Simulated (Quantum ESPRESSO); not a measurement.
Input of a Quantum ESPRESSO 7.5 run:

The input pw.in:

```
&CONTROL
  calculation = 'scf'
  prefix = 'pwscf'
  outdir = './tmp'
  pseudo_dir = './pseudo'
  tprnfor = .true.
  disk_io = 'low'
/
&SYSTEM
  ibrav = 0
  celldm(1) = 8
  nat = 6
  ntyp = 1
  ecutwfc = 88
  nbnd = 73
  occupations = 'smearing'
  smearing = 'mv'
  degauss = 0.00734986
  vdw_corr = 'grimme-d3'
  dftd3_version = 3
/
&ELECTRONS
  conv_thr = 6d-09
  electron_maxstep = 150
  mixing_beta = 0.3
  mixing_mode = 'local-TF'
/
ATOMIC_SPECIES
Cu    63.5460 Cu_ONCV_PBE-1.2.upf
CELL_PARAMETERS alat
  0.5985935849076  -0.0000000000000   0.0000000000000
 -0.2992967924522   0.5183972510715   0.0000000000000
  0.0000000000000   0.0000000000000   5.9718717518228
ATOMIC_POSITIONS crystal
Cu     0.6666666700    0.3333333400    0.2966604635
Cu     0.3333333300    0.6666666600    0.3779962781
Cu     0.6666666700    0.3333333400    0.4593320927
Cu     0.3333333300    0.6666666600    0.5406679073
Cu     0.6666666700    0.3333333400    0.6220037219
Cu     0.3333333300    0.6666666600    0.7033395365
K_POINTS automatic
12 12 1 0 0 0
```

Contents of pp_density.in:

```
&INPUTPP
  prefix = 'pwscf'
  outdir = './tmp'
  filplot = 'density.dat'
  plot_num = 0
/
&PLOT
  nfile = 1
  filepp(1) = 'density.dat'
  iflag = 3
  output_format = 6
  fileout = 'density.cube'
/
```

Contents of pp_potential.in:

```
&INPUTPP
  prefix = 'pwscf'
  outdir = './tmp'
  filplot = 'potential.dat'
  plot_num = 11
/
&PLOT
  nfile = 1
  filepp(1) = 'potential.dat'
  iflag = 3
  output_format = 6
  fileout = 'potential.cube'
/
```

The input pp_elf.in:

```
&INPUTPP
  prefix = 'pwscf'
  outdir = './tmp'
  filplot = 'elf.dat'
  plot_num = 8
/
&PLOT
  nfile = 1
  filepp(1) = 'elf.dat'
  iflag = 3
  output_format = 6
  fileout = 'elf.cube'
/
```

Potentials or basis: SG15 PBE 1.2.

Launch:

```bash
$ OMP_NUM_THREADS=1 mpirun -n 2 pw.x -nk 2 -in pw.in > pw.out
$ OMP_NUM_THREADS=1 mpirun -n 1 pp.x -in pp_density.in > pp_density.out
$ OMP_NUM_THREADS=1 mpirun -n 1 pp.x -in pp_potential.in > pp_potential.out
$ OMP_NUM_THREADS=1 mpirun -n 1 pp.x -in pp_elf.in > pp_elf.out
```

**Question.** Predict the work function of the upper face.

**Answer.** 4.65 eV.

**Question.** What does it give for the work function of the lower face?

**Answer.** 4.65 eV.

**Question.** Predict the band gap on the k mesh.

**Answer.** None (metal or under the smearing width).

**Question.** Predict the largest force.

**Answer.** 0.057 eV/Å.

Forces in eV/Å, atoms in the order of the input:
```
Cu   0.000  0.000 -0.057
Cu   0.000  0.000  0.051
Cu   0.000  0.000  0.007
Cu   0.000  0.000 -0.007
Cu   0.000  0.000 -0.051
Cu   0.000  0.000  0.057
```
